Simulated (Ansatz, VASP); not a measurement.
## ZrB2: VASP beside Ansatz

```
Zr B
1.0
     3.16752    0.00000    0.00000
    -1.58376    2.74316    0.00000
     0.00000    0.00000    3.55239
Zr B
1 2
Cartesian
  0.0000 0.0000 0.0000
  -0.1901 1.7190 1.7762
  1.7738 1.0241 1.7762
```

Change from the starting cell: shortest bond scaled by 0.76, PAW files.

Alike in both runs: task electric field gradients; functional PBE; k mesh 11 × 11 × 9; occupations fermi-dirac, width 0.05 eV; no spin polarisation.

|  | VASP | Ansatz |
| --- | --- | --- |
| version | VASP 6.6.1 | Ansatz 0.2.0 |
| potentials or method | VASP PAW PBE potentials, release 64 (Zr_sv, B) | PAW with Ansatz's default frozen-core files, scalar-relativistic |
| plane-wave cutoff (eV) | 520 | 420 |
| valence electrons in the cell | 18 | 18 |

|  | VASP | Ansatz | Ansatz less VASP |
| --- | --- | --- | --- |
| pressure (GPa) | 20.3 | 20.0 | -0.26 |
| largest component of the traceless stress (GPa) | 21.80 | 21.77 | -0.034 |
| rms of the force components (eV/Å) | 5.107 | 5.081 | -0.0261 |
| Vzz of the field gradient on the site that differs most (V/Å²) | -32.9 | 35.4 | +68.32 |

Atom by atom the forces differ by 0.026 eV/Å (rms over components). One of these differences is far larger than is usual between the two programs; its cause wasn't traced. Ansatz warned: «gradients_without_spin_orbit».

Caveats: so large a pressure means that the cell lies far from this level's equilibrium, or that cutoff or potentials fall short (VASP); forces of over 1 eV/Å show positions far from the minimum, so gaps and moduli don't describe the material at rest.
